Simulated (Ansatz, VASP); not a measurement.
# SnS7: VASP beside Ansatz

Contents of INCAR:

```
SYSTEM = SnS7
ALGO = Normal
EDIFF = 1E-6
ENCUT = 520
GGA = PE
ISIF = 2
ISMEAR = 0
LASPH = .TRUE.
LCHARG = .FALSE.
LREAL = .FALSE.
LWAVE = .FALSE.
NBANDS = 38
NELM = 100
PREC = Accurate
SIGMA = 0.1
```

The input KPOINTS:

```
k-points
0
G
  4 4 4
  0 0 0
```

File POSCAR:

```
SnS7
1.0
    0.0000000000      4.7854478700      4.7854478700
    4.7854478700      0.0000000000      4.7854478700
    4.7854478700      4.7854478700      0.0000000000
Sn S
1 7
Direct
    0.5000000000      0.5000000000      0.5000000000
    0.2022977900      0.7977022100      0.7977022100
    0.7977022100      0.2022977900      0.2022977900
    0.7977022100      0.2022977900      0.7977022100
    0.2022977900      0.7977022100      0.2022977900
    0.7977022100      0.7977022100      0.2022977900
    0.2022977900      0.2022977900      0.7977022100
    0.0000000000      0.0000000000      0.0000000000
```

Input for Ansatz:

```yaml
crystal:
  lattice:
    - [0.0, 4.78544787, 4.78544787]
    - [4.78544787, 0.0, 4.78544787]
    - [4.78544787, 4.78544787, 0.0]
  atoms:
    - { symbol: Sn, position: [0.5, 0.5, 0.5] }
    - { symbol: S, position: [0.20229779, 0.79770221, 0.79770221] }
    - { symbol: S, position: [0.79770221, 0.20229779, 0.20229779] }
    - { symbol: S, position: [0.79770221, 0.20229779, 0.79770221] }
    - { symbol: S, position: [0.20229779, 0.79770221, 0.20229779] }
    - { symbol: S, position: [0.79770221, 0.79770221, 0.20229779] }
    - { symbol: S, position: [0.20229779, 0.20229779, 0.79770221] }
    - { symbol: S, position: [0.0, 0.0, 0.0] }
basis:
  ecutwfc: 420
kpoints:
  mp_grid: { grid: [4, 4, 4] }
hamiltonian:
  xc: pbe
scf:
  occupations: { method: gaussian, width: 0.1 }
  lower_state_search: "off"
output:
  forces: true
  stress: true
  eigenvalues: true
```

Alike in both runs: task single point; functional PBE; k mesh 4 × 4 × 4; occupations gaussian, width 0.1 eV; no spin polarisation.

|  | VASP | Ansatz |
| --- | --- | --- |
| version | VASP 6.6.1 | Ansatz 0.2.0 |
| potentials or method | VASP PAW PBE potentials, release 64 (Sn_d, S) | scalar-relativistic, plane waves, PAW |
| plane-wave cutoff (eV) | 520 | 420 |
| valence electrons in the cell | 56 | 56 |

VASP gave:

```
gap on the k mesh at the Fermi level (eV) : none
pressure (GPa)                            : 11.8
rms of the force components (eV/Å)        : 2.172
```

**Question.** Estimate Ansatz's values.

**Answer.** gap on the k mesh at the Fermi level (eV): none; pressure (GPa): 12.3; rms of the force components (eV/Å): 2.261.

Atom by atom the forces differ by 0.089 eV/Å (rms over components). A gap of «none» marks a metal or a gap that the smearing closes. With one functional, cell and mesh, what is left measures potentials, basis and numerics.

Caveats: forces of over 1 eV/Å show positions far from the minimum, so gaps and moduli don't describe the material at rest.
